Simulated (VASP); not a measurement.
# ZnSiP2 (I-42d) in VASP: further runs

Aim: see how the results for ZnSiP2 move with the level of theory and the settings. Levels: PBEsol, RPBE, revPBE, BLYP. Tasks: band structure.

All numbers are computed with VASP 6.6.1; they aren't measurements. Logs are shortened: lines on timing, memory, paths and dates and some standing lists are left out, and cuts for length are marked.

## Step 1: The crystal as given

Symmetry: I-42d, No. 122, tetragonal system. The conventional cell has a = 5.373 Å, b = 5.373 Å, c = 10.460 Å, α = 90.00°, β = 90.00°, γ = 90.00°. Around Zn (site symmetry -4) lie 4 P at 2.36 Å. Around P (site symmetry 2) lie 2 Si at 2.25 Å and 2 Zn at 2.36 Å. Si (site symmetry -4) has 4 P at 2.25 Å as nearest neighbours.

The cell is a database's computed one.

## Step 2: Band structure, PBEsol

File POSCAR:

```
ZnSiP2
1.0
   -2.6867032364      2.6867032364      5.2300306318
    2.6867032364     -2.6867032364      5.2300306318
    2.6867032364      2.6867032364     -5.2300306318
Zn P Si
2 4 2
Direct
    0.7500000000      0.2500000000      0.5000000000
    0.0000000000      0.0000000000      0.0000000000
    0.1423012000      0.6250000000      0.0173012000
    0.6076988000      0.1250000000      0.9826988000
    0.8750000000      0.8576988000      0.4826988000
    0.3750000000      0.3923012000      0.5173012000
    0.2500000000      0.7500000000      0.5000000000
    0.5000000000      0.5000000000      0.0000000000
```

File INCAR.step1:

```
  ALGO = Normal
  EDIFF = 1E-7
  ENCUT = 520
  GGA = PS
  ISIF = 2
  ISMEAR = -1
  LASPH = T
  LCHARG = T
  LREAL = F
  LWAVE = F
  NELM = 100
  PREC = Accurate
  SIGMA = 0.05
```

File KPOINTS.step1:

```
k-points
0
Gamma
  5 5 5
```

File INCAR.step2:

```
  ALGO = Normal
  EDIFF = 1E-7
  ENCUT = 520
  GGA = PS
  ICHARG = 11
  ISIF = 2
  ISMEAR = 0
  LASPH = T
  LCHARG = F
  LREAL = F
  LWAVE = F
  NELM = 100
  PREC = Accurate
  SIGMA = 0.05
```

File KPOINTS.step2:

```
path GXYSGZS1NPY1Z,XP
20
line-mode
reciprocal
 0.0000000000  0.0000000000  0.0000000000  G
 0.0000000000  0.0000000000  0.5000000000  X

 0.0000000000  0.0000000000  0.5000000000  X
-0.1319474302  0.1319474302  0.5000000000  Y

-0.1319474302  0.1319474302  0.5000000000  Y
-0.3159737151  0.3159737151  0.3159737151  S

-0.3159737151  0.3159737151  0.3159737151  S
 0.0000000000  0.0000000000  0.0000000000  G

 0.0000000000  0.0000000000  0.0000000000  G
 0.5000000000  0.5000000000 -0.5000000000  Z

 0.5000000000  0.5000000000 -0.5000000000  Z
 0.3159737151  0.6840262849 -0.3159737151  S1

 0.3159737151  0.6840262849 -0.3159737151  S1
 0.0000000000  0.5000000000  0.0000000000  N

 0.0000000000  0.5000000000  0.0000000000  N
 0.2500000000  0.2500000000  0.2500000000  P

 0.2500000000  0.2500000000  0.2500000000  P
 0.5000000000  0.5000000000 -0.1319474302  Y1

 0.5000000000  0.5000000000 -0.1319474302  Y1
 0.5000000000  0.5000000000 -0.5000000000  Z

 0.0000000000  0.0000000000  0.5000000000  X
 0.2500000000  0.2500000000  0.2500000000  P
```

Potentials or basis: VASP PAW PBE potentials, release 64 (Zn, P, Si).

Started as:

```console
$ cat potpaw_PBE.64/Zn/POTCAR potpaw_PBE.64/P/POTCAR potpaw_PBE.64/Si/POTCAR > POTCAR
$ cp INCAR.step1 INCAR
$ cp KPOINTS.step1 KPOINTS
$ mpirun -np 1 vasp_std > vasp.out
$ cp INCAR.step2 INCAR
$ cp KPOINTS.step2 KPOINTS
$ mpirun -np 1 vasp_std > vasp.out
```

OUTCAR:

```text
EDIFF = 1E-7
   ENCUT = 520
   GGA = PS
   ICHARG = 11
   ISIF = 2
   ISMEAR = 0
   LASPH = T
   LREAL = F
   NELM = 100
   PREC = Accurate

 ion  position               nearest neighbor table
   1  0.750  0.250  0.500-   3 2.36   5 2.36   4 2.36   6 2.36
   2  0.000  0.000  0.000-   6 2.36   4 2.36   5 2.36   3 2.36
   3  0.142  0.625  0.017-   7 2.25   8 2.25   1 2.36   2 2.36
   4  0.608  0.125  0.983-   7 2.25   8 2.25   1 2.36   2 2.36
   5  0.875  0.858  0.483-   7 2.25   8 2.25   2 2.36   1 2.36
   6  0.375  0.392  0.517-   7 2.25   8 2.25   2 2.36   1 2.36
   7  0.250  0.750  0.500-   3 2.25   4 2.25   5 2.25   6 2.25
   8  0.500  0.500  0.000-   3 2.25   4 2.25   5 2.25   6 2.25

  LATTYP: Found a body centered tetragonal cell.
 ALAT       =     5.3734064728
 C/A-ratio  =     1.9466350287

  Lattice vectors:

 A1 = (  -2.6867032364,   2.6867032364,   5.2300306318)
 A2 = (   2.6867032364,  -2.6867032364,   5.2300306318)
 A3 = (   2.6867032364,   2.6867032364,  -5.2300306318)

Analysis of symmetry for initial positions (statically):
=====================================================================
 Subroutine PRICEL returns:
 Original cell was already a primitive cell.

 Routine SETGRP: Setting up the symmetry group for a
 body centered tetragonal supercell.

 Subroutine GETGRP returns: Found  8 space group operations
 (whereof  4 operations were pure point group operations)
 out of a pool of 16 trial point group operations.

The static configuration has the point symmetry S_4 .
 The point group associated with its full space group is D_2d.

Analysis of symmetry for dynamics (positions and initial velocities):
=====================================================================
 Subroutine PRICEL returns:
 Original cell was already a primitive cell.

 Routine SETGRP: Setting up the symmetry group for a
 body centered tetragonal supercell.

 Subroutine GETGRP returns: Found  8 space group operations
 (whereof  4 operations were pure point group operations)
 out of a pool of 16 trial point group operations.

The dynamic configuration has the point symmetry S_4 .
 The point group associated with its full space group is D_2d.

 Subroutine INISYM returns: Found  8 space group operations
 (whereof  4 operations are pure point group operations),
 and found     1 'primitive' translations

----------------------------------------------------------------------------------------

                                     Primitive cell

  volume of cell :     151.0093

  direct lattice vectors                    reciprocal lattice vectors
    -2.686703236  2.686703236  5.230030632     0.000000000  0.186101685  0.095601735
     2.686703236 -2.686703236  5.230030632     0.186101685  0.000000000  0.095601735
     2.686703236  2.686703236 -5.230030632     0.186101685  0.186101685  0.000000000

  length of vectors
     6.464516144  6.464516144  6.464516144     0.209221244  0.209221244  0.263187527

  position of ions in fractional coordinates (direct lattice)
     0.750000000  0.250000000  0.500000000
     0.000000000  0.000000000  0.000000000
     0.142301200  0.625000000  0.017301200
     0.607698800  0.125000000  0.982698800
     0.875000000  0.857698800  0.482698800
     0.375000000  0.392301200  0.517301200
     0.250000000  0.750000000  0.500000000
     0.500000000  0.500000000  0.000000000

  ion indices of the primitive-cell ions
   primitive index   ion index
                 1           1
                 2           2
                 3           3
                 4           4
                 5           5
                 6           6
                 7           7
                 8           8

----------------------------------------------------------------------------------------

 KPOINTS: path GXYSGZS1NPY1Z,XP

Interpolating k-points between supplied coordinates.

 Line segments in fractional coordinates (reciprocal lattice):
    0.000000  0.000000  0.000000  ...  0.000000  0.000000  0.500000
    0.000000  0.000000  0.500000  ... -0.131947  0.131947  0.500000
[... 38 lines left out ...]
 non-spin polarized calculation
 Gauss-broadening in eV      SIGMA  =   0.05
  energy-cutoff  :      520.00
  volume of cell :      151.01
 maximum number of plane-waves:      4097

 number of electron      52.0000018 magnetization

 Free energy of the ion-electron system (eV)
  ---------------------------------------------------
  ext. energy  EPLUGINS =         0.00000000
  ---------------------------------------------------
  free energy    TOTEN  =       -39.20946541 eV

  energy without entropy =      -39.20946541  energy(sigma->0) =      -39.20946541

 E-fermi :   4.8225     XC(G=0):  -9.9810

 val. band max:        4.5736625210   @ k =   0.0000   0.0000   0.0000
 cond. band min:       5.7687101540   @ k =   0.0000   0.0000   0.0000
 fundamental gap:      1.1950476330
 Fermi energy:         4.8225071125

 k-point     1 :       0.0000    0.0000    0.0000
  band No.  band energies     occupation
      1      -8.4981      2.00000
      2      -5.5335      2.00000
      3      -5.5240      2.00000
      4      -5.5240      2.00000
      5      -4.0272      2.00000
      6      -2.2671      2.00000
[... 23 lines left out ...]
     30       7.8512      0.00000
     31       7.8657      0.00000

 k-point     2 :       0.0000    0.0000    0.0263
  band No.  band energies     occupation
      1      -8.4931      2.00000
      2      -5.5423      2.00000
      3      -5.5301      2.00000
      4      -5.5274      2.00000
      5      -4.0167      2.00000
      6      -2.2677      2.00000
[... 23 lines left out ...]
     30       7.8565      0.00000
     31       7.8619      0.00000

 k-point     3 :       0.0000    0.0000    0.0526
  band No.  band energies     occupation
      1      -8.4782      2.00000
      2      -5.5760      2.00000
      3      -5.5480      2.00000
      4      -5.5295      2.00000
      5      -3.9864      2.00000
      6      -2.2705      2.00000
[... 703 lines left out ...]
     30       7.6776      0.00000
     31       8.4190      0.00000

 k-point    24 :      -0.0208    0.0208    0.5000
  band No.  band energies     occupation
      1      -7.0993      2.00000
      2      -7.0993      2.00000
      3      -6.0291      2.00000
      4      -6.0291      2.00000
      5      -2.7536      2.00000
      6      -2.7536      2.00000
[... 23 lines left out ...]
     30       7.6914      0.00000
     31       8.4162      0.00000

 [... further k-points ...]

------------------------ aborting loop because EDIFF is reached ----------------------------------------

  FORCE on cell =-STRESS in cart. coord.  units (eV):
  Direction    XX          YY          ZZ          XY          YZ          ZX
  --------------------------------------------------------------------------------------
  -------------------------------------------------------------------------------------
  Total        1.0746736      1.0746736      1.6813912      0.0000000      0.0000000     -0.0000000
  in kB       11.4020661     11.4020661     17.8392151      0.0000000      0.0000000     -0.0000000
  external PRESSURE =      13.5477825 kB  Pullay stress =       0.0000000 kB

 VOLUME and BASIS-vectors are now :
 -----------------------------------------------------------------------------
  energy-cutoff  :      520.00
  volume of cell :      151.01
      direct lattice vectors                 reciprocal lattice vectors
    -2.686703236  2.686703236  5.230030632     0.000000000  0.186101685  0.095601735
     2.686703236 -2.686703236  5.230030632     0.186101685  0.000000000  0.095601735
     2.686703236  2.686703236 -5.230030632     0.186101685  0.186101685  0.000000000

 POSITION                                       TOTAL-FORCE (eV/Angst)
 -----------------------------------------------------------------------------------
     -0.00000      2.68670      2.61502        -0.000000     -0.000000      0.000000
      0.00000      0.00000      0.00000         0.000000      0.000000      0.000000
      1.34335     -1.25039      3.92252         0.000000     -0.018669     -0.000000
      1.34335      3.93709     -1.30751        -0.000000      0.018669     -0.000000
      1.25039      1.34335      6.53754         0.018669     -0.000000     -0.000000
      1.43632      1.34335      1.30751        -0.018669      0.000000     -0.000000
      2.68670     -0.00000      2.61502        -0.000000      0.000000     -0.000000
      0.00000      0.00000      5.23003         0.000000     -0.000000     -0.000000
 -----------------------------------------------------------------------------------
    total drift:                                0.000012      0.000012      0.000004

  FREE ENERGIE OF THE ION-ELECTRON SYSTEM (eV)
  ---------------------------------------------------
  free  energy   TOTEN  =       -39.2094654069 eV

  energy  without entropy=      -39.2094654069  energy(sigma->0) =      -39.20946541
```

Run time: 11 min. Hardware: 1 thread of Intel Xeon Platinum 8259CL at 2.50GHz (Skylake/Cascade Lake), shared host; peak memory 0.96 GiB.

Results:

```yaml
Band_gap_on_the_k_mesh: 1.19 eV, direct
Band_gap_along_the_path: 1.20 eV, direct
```

Levels at the corners of the path, in eV from the valence-band top:
```tsv
point	band 23	band 24	band 25	band 26	band 27	band 28	band 29	band 30
Γ	-2.37	-0.13	-0.13	0.00	1.20	1.80	2.59	3.28
X	-1.04	-1.04	-0.56	-0.56	1.94	1.94	3.09	3.09
X	-1.04	-1.04	-0.56	-0.56	1.94	1.94	3.09	3.09
Y	-1.15	-1.15	-0.92	-0.92	2.26	2.26	3.46	3.46
Y	-1.15	-1.15	-0.92	-0.92	2.26	2.26	3.46	3.46
S	-2.24	-2.06	-1.02	-0.59	1.57	2.81	2.89	3.11
S	-2.24	-2.06	-1.02	-0.59	1.57	2.81	2.89	3.11
Γ	-2.37	-0.13	-0.13	0.00	1.20	1.80	2.59	3.28
Γ	-2.37	-0.13	-0.13	0.00	1.20	1.80	2.59	3.28
Z	-1.91	-1.91	-1.14	-1.14	1.42	1.42	1.63	1.63
Z	-1.91	-1.91	-1.14	-1.14	1.42	1.42	1.63	1.63
S1	-2.24	-2.06	-1.02	-0.59	1.57	2.81	2.89	3.11
S1	-2.24	-2.06	-1.02	-0.59	1.57	2.81	2.89	3.11
N	-2.19	-1.78	-1.47	-0.81	2.70	2.82	2.95	4.14
N	-2.19	-1.78	-1.47	-0.81	2.70	2.82	2.95	4.14
P	-1.07	-1.07	-0.91	-0.91	2.66	2.66	2.91	2.91
P	-1.07	-1.07	-0.91	-0.91	2.66	2.66	2.91	2.91
Y1	-1.15	-1.15	-0.92	-0.92	2.26	2.26	3.46	3.46
Y1	-1.15	-1.15	-0.92	-0.92	2.26	2.26	3.46	3.47
Z	-1.91	-1.91	-1.14	-1.14	1.42	1.42	1.63	1.63
X	-1.04	-1.04	-0.56	-0.56	1.94	1.94	3.09	3.09
P	-1.07	-1.07	-0.91	-0.91	2.66	2.66	2.91	2.91
```

Caveat: the log is that of the step along the path at fixed density, whose energy, stress, charges and moments have no meaning; the PAW data sets were made with another functional, which shifts forces and pressure a little.

(Part 1 of 2 ends here.)
